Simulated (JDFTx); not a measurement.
# Sc (I4/mmm) in JDFTx: reference runs

How does Sc come out in PBE? The cell is run as given and disturbed.

Program: JDFTx 1.7.0 (patched build). These are calculated values, not measurements. Logs are shortened: lines on timing, memory, paths and dates and some standing lists are left out, and cuts for length are marked. The log counts tension as positive stress, the text compression.

**1. Starting point**

Symmetry: I4/mmm, No. 139, tetragonal system. Conventional cell: a = 3.834 Å, b = 3.834 Å, c = 3.435 Å, α = 90.00°, β = 90.00°, γ = 90.00°. Around Sc (site symmetry 4/mmm) lie 10 Sc at 3.21 to 3.44 Å.

This isn't the form of Sc at room conditions, which is hcp.

**2. Single point, PBE**

Sc.in

```
lattice \
   -3.6229932930     3.6229932930     3.6229932930 \
    3.6229932930    -3.6229932930     3.6229932930 \
    3.2457992608     3.2457992608    -3.2457992608
coords-type Lattice
ion Sc     0.0000000000     0.0000000000     0.0000000000 1

ion-species pseudo/Sc.upf
elec-cutoff 39
elec-ex-corr gga-PBE
kpoint-folding 10 10 10
elec-smearing Fermi 0.0018374661
elec-n-bands 11
electronic-SCF nIterations 100 energyDiffThreshold 1e-08
electronic-minimize nIterations 30 energyDiffThreshold 1e-7
converge-empty-states yes
forces-output-coords Cartesian

dump-name run.$VAR
dump End Ecomponents EigStats BandEigs Kpoints Forces Stress ElecDensity Dtot KEdensity
```

Potentials or basis: PseudoDojo-SR-PBE-0.5-standard.

Started as:

```
> jdftx -c 1 -i Sc.in -o Sc.out
```

The log of the run:

```text
*************** JDFTx 1.7.0 (patched build) ***************

Input parsed successfully to the following command list (including defaults):
[... the input with its defaults ...]

---------- Setting up symmetries ----------

Found 16 point-group symmetries of the bravais lattice
Found 16 space-group symmetries with basis
Applied RMS atom displacement 0 bohrs to make symmetries exact.

---------- Initializing the Grid ----------
R =
[     -3.62299      3.62299      3.62299  ]
[      3.62299     -3.62299      3.62299  ]
[       3.2458       3.2458      -3.2458  ]
unit cell volume = 170.418
G =
[ 1.19141e-17   0.867126   0.967895  ]
[   0.867126 1.19141e-17   0.967895  ]
[   0.867126   0.867126 -7.92779e-18  ]
Minimum fftbox size, Smin = [  36  36  36  ]
Chosen fftbox size, S = [  36  36  36  ]

---------- Exchange Correlation functional ----------
Initalized PBE GGA exchange.
Initalized PBE GGA correlation.

---------- Setting up pseudopotentials ----------
Width of ionic core gaussian charges (only for fluid interactions / plotting) set to 0

Reading pseudopotential file 'pseudo/Sc.upf':
  'Sc' pseudopotential, 'PBE' functional
  Generated using ONCVPSP code by D. R. Hamann
  11 valence electrons, 4 orbitals, 6 projectors, 1001 radial grid points, with lMax = 2
    3S    l: 0   occupation:  2.0   eigenvalue: -2.022648
    3P    l: 1   occupation:  6.0   eigenvalue: -1.235680
    3D    l: 2   occupation:  1.0   eigenvalue: -0.118824
    4S    l: 0   occupation:  2.0   eigenvalue: -0.153727
  Core radius for overlap checks: 1.60 bohrs.

Initialized 1 species with 1 total atoms.

Folded 1 k-points by 10x10x10 to 1000 k-points.

---------- Setting up k-points, bands, fillings ----------
Reduced to 102 k-points under symmetry.
Computing the number of bands and number of electrons
Calculating initial fillings.
nElectrons:  11.000000   nBands: 11   nStates: 102

----- Setting up reduced wavefunction bases (one per k-point) -----
average nbasis = 1982.547 , ideal nbasis = 1982.475

---------- Setting up ewald sum ----------
Optimum gaussian width for ewald sums = 2.181383 bohr.
Real space sum over 2197 unit cells with max indices [  6  6  6  ]
Reciprocal space sum over 2197 terms with max indices [  6  6  6  ]

---------- Allocating electronic variables ----------
Initializing wave functions:  linear combination of atomic orbitals
Note: number of bands (11) exceeds available atomic orbitals (10)
Sc pseudo-atom occupations:   s ( 2 2 )  p ( 6 )  d ( 1 )
	FillingsUpdate:  mu: +0.385357442  nElectrons: 11.000000
LCAOMinimize: Iter:   0  F: -46.7333745598245969  |grad|_K:  5.174e-04  alpha:  1.000e+00
	FillingsUpdate:  mu: +0.378211457  nElectrons: 11.000000
LCAOMinimize: Iter:   1  F: -46.7345391324733015  |grad|_K:  7.339e-06  alpha:  7.119e-01  linmin: -1.082e-02  cgtest:  1.160e-01
LCAOMinimize: Encountered beta<0, resetting CG.
	FillingsUpdate:  mu: +0.378203832  nElectrons: 11.000000
LCAOMinimize: Iter:   2  F: -46.7345394322540031  |grad|_K:  1.121e-06  alpha:  9.024e-01  linmin:  1.486e-03  cgtest: -8.571e-03
	FillingsUpdate:  mu: +0.378205063  nElectrons: 11.000000
LCAOMinimize: Iter:   3  F: -46.7345394390841804  |grad|_K:  2.483e-08  alpha:  8.819e-01  linmin:  3.463e-03  cgtest:  5.133e-02
LCAOMinimize: Encountered beta<0, resetting CG.
LCAOMinimize: Converged (|Delta F|<1.000000e-06 for 2 iters).

-------- Electronic minimization -----------
Will mix electronic density at each iteration.
	FillingsUpdate:  mu: +0.378205063  nElectrons: 11.000000
	FillingsUpdate:  mu: +0.354044378  nElectrons: 11.000000
SCF: Cycle:  0   F: -46.758495472975319   dF: -2.396e-02   |Residual|: 9.701e-02   |deigs|: 4.670e-02
	FillingsUpdate:  mu: +0.339645939  nElectrons: 11.000000
SCF: Cycle:  1   F: -46.769632212614290   dF: -1.114e-02   |Residual|: 3.033e-02   |deigs|: 3.284e-02
	FillingsUpdate:  mu: +0.333196126  nElectrons: 11.000000
SCF: Cycle:  2   F: -46.771003515660460   dF: -1.371e-03   |Residual|: 1.195e-02   |deigs|: 1.374e-02
	FillingsUpdate:  mu: +0.335102210  nElectrons: 11.000000
SCF: Cycle:  3   F: -46.770949494479432   dF: +5.402e-05   |Residual|: 8.266e-03   |deigs|: 4.738e-03
	FillingsUpdate:  mu: +0.333909361  nElectrons: 11.000000
SCF: Cycle:  4   F: -46.771033522570242   dF: -8.403e-05   |Residual|: 2.251e-03   |deigs|: 2.604e-03
	FillingsUpdate:  mu: +0.333685457  nElectrons: 11.000000
SCF: Cycle:  5   F: -46.771040257684888   dF: -6.735e-06   |Residual|: 9.314e-04   |deigs|: 5.501e-04
	FillingsUpdate:  mu: +0.333484237  nElectrons: 11.000000
SCF: Cycle:  6   F: -46.771041135710789   dF: -8.780e-07   |Residual|: 4.127e-04   |deigs|: 3.964e-04
	FillingsUpdate:  mu: +0.333508716  nElectrons: 11.000000
SCF: Cycle:  7   F: -46.771041453241786   dF: -3.175e-07   |Residual|: 3.489e-04   |deigs|: 5.881e-05
	FillingsUpdate:  mu: +0.333545450  nElectrons: 11.000000
SCF: Cycle:  8   F: -46.771041625620931   dF: -1.724e-07   |Residual|: 1.799e-04   |deigs|: 8.285e-05
	FillingsUpdate:  mu: +0.333561070  nElectrons: 11.000000
SCF: Cycle:  9   F: -46.771041669048735   dF: -4.343e-08   |Residual|: 1.543e-04   |deigs|: 3.331e-05
	FillingsUpdate:  mu: +0.333573505  nElectrons: 11.000000
SCF: Cycle: 10   F: -46.771041692004502   dF: -2.296e-08   |Residual|: 1.150e-04   |deigs|: 2.894e-05
	FillingsUpdate:  mu: +0.333589199  nElectrons: 11.000000
SCF: Cycle: 11   F: -46.771041699708604   dF: -7.704e-09   |Residual|: 2.995e-05   |deigs|: 3.911e-05
	FillingsUpdate:  mu: +0.333585804  nElectrons: 11.000000
SCF: Cycle: 12   F: -46.771041701501815   dF: -1.793e-09   |Residual|: 1.174e-05   |deigs|: 1.279e-05
SCF: Converged (|Delta E|<1.000000e-08 for 2 iters).

Setting wave functions to eigenvectors of Hamiltonian
Converging empty states (this may take a while): |deigs|: 2.575e-04

# Stress tensor in Cartesian coordinates [Eh/a0^3]:
[  3.93099e-05            0            0  ]
[            0  3.93099e-05            0  ]
[            0            0  2.07712e-06  ]

# Ionic positions in lattice coordinates:
ion Sc   0.000000000000000   0.000000000000000   0.000000000000000 1

# Forces in Cartesian coordinates:
force Sc   0.000000000000000   0.000000000000000  -0.000000000000000 1

# Energy components:
   Eewald =      -31.5082927030872533
       EH =       10.6434496268678593
     Eloc =      -39.5454489473423081
      Enl =        2.3694416548858919
      Exc =       -8.0810451798766465
 Exc_core =        1.6197844760421447
       KE =       17.7318651642500562
-------------------------------------
     Etot =      -46.7702459082602644
       TS =        0.0007957932415477
-------------------------------------
        F =      -46.7710417015018152

IonicMinimize: Iter:   0  F: -46.771041701501815  |grad|_K:  0.000e+00
IonicMinimize: Converged (|grad|_K<1.000000e-04).

#--- Lowdin population analysis ---
# oxidation-state Sc +0.155

Dumping 'run.eigStats' ...
	eMin: -1.490812 at state 0 ( [ +0.000000 +0.000000 +0.000000 ] spin 0 )
	HOMO: +0.333571 at state 51 ( [ +0.100000 +0.500000 -0.400000 ] spin 0 )
	mu  : +0.333582
	LUMO: +0.334089 at state 67 ( [ +0.100000 -0.100000 +0.400000 ] spin 0 )
	eMax: +0.822131 at state 35 ( [ +0.100000 +0.100000 -0.100000 ] spin 0 )
	HOMO-LUMO gap: +0.000517
	Optical gap  : +0.007246 at state 41 ( [ +0.100000 +0.300000 +0.200000 ] spin 0 )
Done!
```

Run time: 92 s. Hardware: 1 thread of Arm Neoverse V1, shared host; peak memory 0.12 GiB.

What came out:

```
Free energy            : -1272.7049 eV
Pressure               : -0.8 GPa
Band gap on the k mesh : none (metal or under the smearing width)
```

Stress tensor (GPa, compression positive):
```
-1.16  0.00  0.00
 0.00 -1.16  0.00
 0.00  0.00 -0.06
```

**3. Single point, PBE (cell strained at random at fixed volume)**

Edit Sc.in of step 2 so:

```diff
@@ -1,7 +1,7 @@
 lattice \
-   -3.6229932930     3.6229932930     3.6229932930 \
-    3.6229932930    -3.6229932930     3.6229932930 \
-    3.2457992608     3.2457992608    -3.2457992608
+   -3.7826326583     3.6227882843     3.6613065719 \
+    3.7137048979    -3.5796231602     3.4582970738 \
+    3.4303914881     3.1023047973    -3.2807251791
 coords-type Lattice
-ion Sc     0.0000000000     0.0000000000     0.0000000000 1
+ion Sc     0.0030600000     0.0053100000    -0.0057490000 1
```

Potentials or basis: PseudoDojo-SR-PBE-0.5-standard.

Started as:

```
> jdftx -c 1 -i Sc.in -o Sc.out
```

Run time: 7.4 min. Hardware: 1 thread of Arm Neoverse V1, shared host; peak memory 0.49 GiB.

The run converged. Its results:

| Quantity | Value |
| --- | --- |
| Free energy | -1272.6946 eV |
| Pressure | -0.8 GPa |
| Band gap on the k mesh | none (metal or under the smearing width) |

Stress tensor (GPa, compression positive):
```
-0.87  1.08  1.38
 1.08 -1.42 -1.12
 1.38 -1.12 -0.19
```

Levels at points of the mesh, in eV from the Fermi level:
```csv
k point,band 2,band 3,band 4,band 5,band 6,band 7,band 8,band 9
"(0.00, 0.00, 0.00)",-28.08,-28.06,-28.05,-5.17,0.95,1.52,1.86,2.45
"(0.00, 0.00, 0.50)",-28.45,-28.16,-28.06,-1.76,0.25,0.81,2.29,2.79
"(0.00, 0.50, 0.00)",-28.45,-28.22,-28.07,-1.64,0.17,0.85,2.56,3.35
"(0.00, 0.50, 0.50)",-28.45,-28.22,-28.07,-1.64,0.05,0.88,2.72,3.37
"(0.50, 0.00, 0.00)",-28.41,-28.17,-28.08,-1.72,-0.01,0.44,2.92,3.48
"(0.50, 0.00, 0.50)",-28.40,-28.16,-28.08,-1.75,0.08,0.33,2.82,3.47
"(0.50, 0.50, 0.00)",-28.43,-28.12,-28.05,-1.86,-0.06,0.76,2.37,2.99
"(0.50, 0.50, 0.50)",-28.37,-28.35,-28.22,-1.27,-1.05,3.49,3.84,3.97
```
